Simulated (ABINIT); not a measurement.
Bi:

```
CELL_PARAMETERS angstrom
2.26750 1.30914 3.93800
-2.26750 1.30914 3.93800
0.00000 -2.61828 3.93800
ATOMIC_POSITIONS crystal
Bi 0.76600 0.76600 0.76600
Bi 0.23400 0.23400 0.23400
```

| Property | Result |
| --- | --- |
| Program | ABINIT 10.8.3 (patched build) |
| Task | relaxation of cell and atoms |
| Functional | r2SCAN |
| Potentials or basis | JTH PAW PBE v2.0 |
| Cutoff | 707 eV |
| k mesh | 6 × 6 × 6 |
| Occupations | fermi-dirac, width 0.05 eV |
| Spin | no spin polarisation |

At the start: pressure 1.4 GPa; volume 35.07 Å³/atom.

Question: How do energy, volume and symmetry change on relaxing?

Answer: Over 13 steps the energy falls by 9.0 meV/atom and the volume is 36.80 Å³/atom (+4.9 %); space group R-3m (No. 166, to 0.05 Å).

Step by step:
```
step  energy change (eV)  largest force (eV/Å)  pressure (GPa)  volume (Å³)
   1              0.0000                0.0334            1.41        70.14
   2             -0.0025                0.0503            1.19        70.44
   3             -0.0105                0.1380           -0.03        72.33
   4             -0.0112                0.1361           -0.14        72.58
   5             -0.0137                0.0891           -0.42        73.46
   6             -0.0152                0.0233           -0.35        73.71
   7             -0.0160                0.0410           -0.12        73.60
   8             -0.0163                0.0542           -0.01        73.43
   9             -0.0166                0.0554            0.13        73.21
  10             -0.0171                0.0455            0.21        73.11
  11             -0.0177                0.0224            0.19        73.20
  12             -0.0179                0.0045            0.09        73.45
  13             -0.0180                0.0015            0.02        73.59
```

Final structure:
```cif
data_structure
_symmetry_space_group_name_H-M 'P 1'
_symmetry_Int_Tables_number 1
_cell_length_a 4.8842
_cell_length_b 4.8842
_cell_length_c 4.8842
_cell_angle_alpha 55.403
_cell_angle_beta 55.403
_cell_angle_gamma 55.403
_cell_volume 73.59
loop_
_atom_site_label
_atom_site_type_symbol
_atom_site_fract_x
_atom_site_fract_y
_atom_site_fract_z
_atom_site_occupancy
Bi1 Bi 0.76872 0.76872 0.76872 1
Bi2 Bi 0.23128 0.23128 0.23128 1
```

Caveat: the PAW data sets were made with another functional, which shifts forces and pressure a little.
